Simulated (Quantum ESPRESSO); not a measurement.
# BN under changes of volume

One of the cells (5.959 Å³/atom); the others are scaled copies at fixed shape and fractional positions:

```
CELL_PARAMETERS angstrom
0.00000 1.81300 1.81300
1.81300 0.00000 1.81300
1.81300 1.81300 0.00000
ATOMIC_POSITIONS crystal
N 0.25000 0.25000 0.25000
B 0.00000 0.00000 0.00000
```

The cell is a database's computed one.

| Property | Result |
| --- | --- |
| Program | Quantum ESPRESSO 7.5 |
| Functional | LDA |
| Potentials or basis | PseudoDojo 0.4.1 SR LDA standard |
| Cutoff | 1143 eV |
| Density cutoff | 4572 eV |
| k mesh | 13 × 13 × 13 |
| Occupations | fermi-dirac, width 0.05 eV |
| Spin | no spin polarisation |

```csv
volume (Å³/atom),energy over the lowest point (meV/atom),pressure (GPa),gap on the mesh (eV)
5.602,4.38,10.4,4.57
5.721,0.00,1.5,4.54
5.840,1.92,-6.6,4.51
5.959,?,?,?
6.078,22.40,-20.6,4.45
6.198,39.96,-26.6,4.42
6.317,61.80,-32.1,4.39
```

Task: What does the run at 5.959 Å³/atom give?

Result: Energy over the lowest point 9.56 meV/atom; pressure -13.9 GPa; gap on the mesh 4.48 eV.

Worked out: A Birch-Murnaghan fit of order 3 (a polynomial in V^(-2/3)) to the other rows has its minimum at 5.74 Å³/atom with B0 = V·E''(V) = 402 GPa and B' = 3.8. It gives 9.56 meV/atom at 5.959 Å³/atom, against the run's 9.56, and -dE/dV = -13.9 GPa, against -13.9. A straight line through the other rows of the gap, of slope -1.5 eV per unit of ln V, gives 4.48 eV, against the run's 4.48.

Energies are extrapolated to zero smearing.

Caveats: an odd mesh through Γ misses points on the zone boundary, where band edges often lie; the cell as given lies far from equilibrium (some runs).
